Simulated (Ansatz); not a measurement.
# Sn (Fd-3m), zone-centre modes

These are results of Ansatz, DFT PBE, scalar-relativistic, plane waves, PAW, not measurements. The runs took a 420 eV cutoff, a Γ-centred 14×14×10 mesh and Gaussian smearing (0.15 eV). No spin polarisation.

Reference structure (relaxed at this level):

```xyz
4
Lattice="0.0000 -3.3281 -3.3281 0.0000 3.3281 -3.3281 6.6563 0.0000 0.0000" Properties=species:S:1:pos:R:3 pbc="T T T"
Sn    0.0000    0.0000   -3.3281
Sn    3.3281    0.0000    0.0000
Sn    1.6641    1.6641   -1.6641
Sn    4.9922   -1.6641   -1.6641
```

Harmonic modes by finite displacements of 0.02 Å, without the LO–TO term. The cell doubles the primitive one, so its zone centre also holds the primitive cell's point q = (0, 1/2, 1/2).

(1) At this geometry, is the structure stable against these modes?

(2) List the wavenumbers in cm⁻¹.

## Answers

(1) Yes: no mode is imaginary beyond 10 cm⁻¹, and only the three translations lie near zero.

(2) 0, 0, 0, 37, 37, 140, 140, 166, 166, 173, 174, 174.

Cost: 1 run of about 13 core-minutes, on Intel Xeon Processor @ 2.50GHz (Skylake/Cascade Lake) (shared hosts).